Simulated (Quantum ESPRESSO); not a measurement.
The system is SrO.

```
CELL_PARAMETERS angstrom
0.00000 2.56630 2.56630
2.56630 0.00000 2.56630
2.56630 2.56630 0.00000
ATOMIC_POSITIONS crystal
Sr 0.50000 0.50000 0.50000
O 0.00000 0.00000 0.00000
```

- Program: Quantum ESPRESSO 7.5
- Task: phonons
- Functional: LDA
- Potentials or basis: GBRV 1.5 LDA
- Cutoff: 612 eV
- Density cutoff: 4898 eV
- k mesh: 4 × 4 × 4, shifted
- Occupations: fermi-dirac, width 0.05 eV
- Spin: no spin polarisation
- Form of the LDA correlation: PZ81
- Mixing beta: 0.5
- Most SCF iterations: 120
- SCF threshold: 4e-10 Ry

The cell and the atoms were relaxed first, to 16.25 Å³/atom (a = 3.582 Å, b = 3.582 Å, c = 3.582 Å, α = 60.00°, β = 60.00°, γ = 60.00°), and the response was taken there.

The first run showed a gap, so the response started from a second, tighter run with fixed occupations.

The run gives a transverse optical frequency of 219 cm⁻¹, an electronic dielectric constant of 3.84 and Born charges of ±2.47 e.

Question: What are the longitudinal frequency and the static dielectric constant?

Answer: The longitudinal mode lies at 475 cm⁻¹, 256 cm⁻¹ over the transverse one, and the static constant is 18.09. The two agree with the Lyddane-Sachs-Teller relation: (475/219)² = 4.70 and 18.09/3.84 = 4.71.
